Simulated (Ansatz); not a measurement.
AlN, 4 atoms in the cell. It takes space group P6_3mc (No. 186, hexagonal). The conventional cell has a = 3.113 Å, b = 3.113 Å, c = 4.981 Å, α = 90.00°, β = 90.00°, γ = 120.00°. Around Al (site symmetry 3m) lie 4 N at 1.89 Å. N (site symmetry 3m) has 4 Al at 1.89 Å as nearest neighbours. 

- Program: Ansatz 0.2.0
- Task: single point
- Functional: HSE06 form with a typed share of exact exchange
- Potentials or basis: Ansatz PAW
- Cutoff: 420 eV (not typed: the program's choice for these potentials)
- k mesh: 5 × 5 × 3
- Occupations: fermi-dirac, width 0.05 eV
- Spin: no spin polarisation
- Screening (1/Å): 0.2
- Share of exact exchange: 0.15

Hardware: 1 × NVIDIA H100 80GB HBM3 with 2 threads of AMD EPYC 7R13 Processor (Zen 3), with other jobs on the host.

**Question.** How long does it take, and how much memory?

**Answer.** It took 7.6 s on 1 × NVIDIA H100 80GB HBM3 with 2 threads of AMD EPYC 7R13 Processor (Zen 3), with other jobs on the host, peak memory 1.5 GiB. Counts: scf iterations 11, plane waves 809, k points 10, bands 12.
